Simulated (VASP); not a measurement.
S:

```xyz
9
Lattice="7.8484 0.0000 0.0000 -3.9242 6.7969 0.0000 0.0000 0.0000 4.3718" Properties=species:S:1:pos:R:3 pbc="T T T"
S     0.4217    0.7305    2.1859
S     0.8226    4.6884    3.2072
S     3.6490    3.0566    1.1647
S     7.0049    0.0000    0.7286
S    -0.2752    3.7403    0.2926
S    -0.5474    5.1651    1.7499
S     3.3768    1.6318    4.0792
S     4.7468    2.1085    2.6220
S    -3.5025    6.0664    3.6432
```

This isn't the form of S at room conditions, which is orthorhombic, of S8 rings.

```yaml
Program: VASP 6.6.1
Task: relaxation of cell and atoms
Functional: PBEsol
Potentials_or_basis: VASP PAW PBE potentials, release 64 (S)
Cutoff: 580 eV
k_mesh: 6 × 6 × 6
Occupations: gaussian, width 0.02 eV
Spin: no spin polarisation
```

At the start: pressure -0.2 GPa; volume 25.91 Å³/atom.

Question: How do energy, volume and symmetry change on relaxing?

Answer: Over 84 steps the energy falls by 3.1 meV/atom and the volume is 24.09 Å³/atom (-7.1 %); space group P3_221 (No. 154, to 0.05 Å).

Step by step:
```
step  energy change (eV)  largest force (eV/Å)  pressure (GPa)  volume (Å³)
   1              0.0000                0.0920           -0.16       233.21
   4             -0.0060                0.0418           -0.28       230.45
   7             -0.0156                0.0419           -0.02       225.22
  10             -0.0232                0.0083           -0.16       218.15
  13             -0.0243                0.0563            0.05       216.41
  16             -0.0245                0.0091            0.00       216.12
  19             -0.0246                0.0115           -0.01       216.01
  22             -0.0247                0.0134           -0.01       215.78
  25             -0.0251                0.0109            0.05       214.82
  28             -0.0253                0.0420           -0.04       214.72
  31             -0.0254                0.0470           -0.02       214.46
  34             -0.0255                0.0090            0.06       214.34
  37             -0.0257                0.0189            0.01       214.66
  40             -0.0260                0.0439           -0.05       216.37
  43             -0.0261                0.0132            0.01       216.30
  46             -0.0262                0.0087            0.02       216.49
  49             -0.0262                0.0132           -0.01       216.74
  52             -0.0263                0.0072           -0.03       216.85
  55             -0.0264                0.0297            0.04       216.69
  58             -0.0265                0.0301            0.05       216.57
  61             -0.0274                0.0212            0.10       215.67
  64             -0.0277                0.0119           -0.02       215.85
  67             -0.0277                0.0104            0.02       215.84
  70             -0.0278                0.0085            0.00       215.98
  73             -0.0278                0.0071            0.02       216.05
  76             -0.0279                0.0203            0.02       216.72
  79             -0.0280                0.0031           -0.03       216.74
  82             -0.0280                0.0118            0.00       216.79
  84             -0.0280                0.0037            0.00       216.77
```

Final structure:
```yaml
crystal:
  lattice:
    - [7.58106, 0.00000, 0.00000]
    - [-3.79053, 6.56539, 0.00000]
    - [0.00000, 0.00000, 4.35522]
  atoms:
    - { symbol: S, position: [0.11211, 0.11211, 0.50000] }
    - { symbol: S, position: [0.44996, 0.67840, 0.75636] }
    - { symbol: S, position: [0.67840, 0.44996, 0.24364] }
    - { symbol: S, position: [0.88789, 0.00000, 0.16667] }
    - { symbol: S, position: [0.22844, 0.55004, 0.08969] }
    - { symbol: S, position: [0.32160, 0.77156, 0.42302] }
    - { symbol: S, position: [0.55004, 0.22844, 0.91031] }
    - { symbol: S, position: [0.77156, 0.32160, 0.57698] }
    - { symbol: S, position: [0.00000, 0.88789, 0.83333] }
```

Caveat: the PAW data sets were made with another functional, which shifts forces and pressure a little.
